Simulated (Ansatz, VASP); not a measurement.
Sc: VASP beside Ansatz

```xyz
1
Lattice="0.0000 2.2705 2.3386 2.2705 0.0000 2.3386 2.2705 2.2705 0.0000" Properties=species:S:1:pos:R:3 pbc="T T T"
Sc    0.0000    0.0000    0.0000
```

Change from the starting cell: strain +0.000 along x and y, +0.030 along z, atoms carried along.

Alike in both runs: task single point; functional LDA; k mesh 18 × 18 × 18; occupations gaussian, width 0.15 eV; no spin polarisation.

```csv
,VASP,Ansatz
version,VASP 6.6.1,Ansatz 0.2.0
potentials or method,"VASP PAW LDA potentials, release 64 (Sc_sv)","scalar-relativistic, plane waves, PAW"
plane-wave cutoff (eV),520,420
valence electrons in the cell,11,11
```

```csv
,VASP,Ansatz,Ansatz less VASP
gap on the k mesh at the Fermi level (eV),none,none,-
pressure (GPa),-3.8,-3.8,-0.02
largest component of the traceless stress (GPa),0.64,0.64,-0.002
```

A gap of «none» marks a metal or a gap that the smearing closes.
